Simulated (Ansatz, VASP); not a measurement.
This is a calculation of InP for Ansatz 0.2.0. 

input.yaml

```yaml
crystal:
  lattice:
    - [0.0, 2.9305, 2.9305]
    - [2.9305, 0.0, 2.9305]
    - [2.9305, 2.9305, 0.0]
  atoms:
    - { symbol: In, position: [0.0, 0.0, 0.0] }
    - { symbol: P, position: [0.75, 0.75, 0.75] }
kpoints:
  mp_grid: { grid: [8, 8, 8] }
scf:
  occupations: { method: gaussian, width: 0.017 }
hamiltonian:
  xc: pbe
  pseudopotentials: { kind: all_electron, lapw: { basis_error: 0.001 } }
output:
  forces: true
  stress: true
  eigenvalues: true
```

Potentials or basis: all-electron LAPW, scalar-relativistic.

The run is started by

```sh
$ ansatz run input.yaml --threads 1 --pin off --max-ram 3072MiB --backend cpu --events-out ev --progress --plain --runs-dir out
```

Q: Translate it to VASP 6.6.1. Potentials or basis there: PBE PAW files In_d, P, 520 eV.

A: As run (cutoffs and basis follow the program's own potentials, and thresholds, step limits or extra output files can differ):

File INCAR:

```
SYSTEM = InP
PREC     = Accurate       ! precision mode
ENCUT    = 520            ! plane-wave cutoff, eV
EDIFF    = 1E-6           ! SCF threshold, eV
ISMEAR   = 0              ! smearing method
SIGMA    = 0.017          ! smearing width, eV
LREAL    = .False.        ! projectors in reciprocal space
LASPH    = .True.         ! aspherical terms in the spheres
NELM     = 60             ! most SCF steps
ALGO     = Fast           ! electronic algorithm
ISIF     = 2              ! what is computed and relaxed
LWAVE    = .False.        ! write WAVECAR
LCHARG   = .True.         ! write CHGCAR
GGA      = PE             ! functional
LELF     = .True.         ! ELF
LVHAR    = .True.
```

File KPOINTS:

```
regular mesh
0
Gamma
  8 8 8
  0 0 0
```

Contents of POSCAR:

```
InP
1.0
    0.0000000000      2.9305000000      2.9305000000
    2.9305000000      0.0000000000      2.9305000000
    2.9305000000      2.9305000000      0.0000000000
In P
1 1
Direct
    0.0000000000      0.0000000000      0.0000000000
    0.7500000000      0.7500000000      0.7500000000
```

Potentials or basis: VASP PAW PBE potentials, release 64 (In_d, P).

The run is started by

```console
$ cat potpaw_PBE.64/In_d/POTCAR potpaw_PBE.64/P/POTCAR > POTCAR
$ mpirun -np 1 vasp_std > vasp.out
```

Both were run:

|  | Ansatz | VASP |
| --- | --- | --- |
| Pressure | 3.3 GPa | 3.3 GPa |

Where Ansatz's input types no cutoff or centring, it takes its own default and a Γ-centred mesh.

Pressure is positive in compression.
